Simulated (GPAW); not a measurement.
Crystal: HfC.

```xyz
2
Lattice="0.0000 2.3250 2.3250 2.3250 0.0000 2.3250 2.3250 2.3250 0.0000" Properties=species:S:1:pos:R:3 pbc="T T T"
Hf    2.3250    2.3250    2.3250
C     0.0000    0.0000    0.0000
```

```yaml
Program: GPAW 26.7.0
Task: relaxation of cell and atoms
Functional: PBEsol
Dispersion: D3(BJ)
Potentials_or_basis: PAW data sets generated in the run's folder for this functional
Cutoff: 800 eV
Basis: pw
k_mesh: 10 × 10 × 10
Occupations: fermi-dirac, width 0.05 eV
Spin: no spin polarisation
```

At the start: pressure -10.0 GPa; volume 12.57 Å³/atom.

Question: How do energy, volume and symmetry change on relaxing?

Answer: Over 4 steps the energy falls by 15.7 meV/atom and the volume is 12.06 Å³/atom (-4.0 %); space group Fm-3m (No. 225, to 0.05 Å).

The path:
```csv
step,energy change (eV),largest force (eV/Å),pressure (GPa),volume (Å³)
1,0.0000,0.0000,-10.00,25.14
2,-0.0207,0.0000,-6.11,24.72
3,-0.0314,0.0000,0.28,24.10
4,-0.0315,0.0000,-0.01,24.12
```

Final structure:
```
CELL_PARAMETERS angstrom
0.00000 2.29339 2.29339
2.29339 0.00000 2.29339
2.29339 2.29339 0.00000
ATOMIC_POSITIONS crystal
Hf 0.50000 0.50000 0.50000
C 0.00000 0.00000 0.00000
```

Caveat: later steps reuse the first step's grids; pairwise dispersion overbinds metals, which lowers pressure and volume.
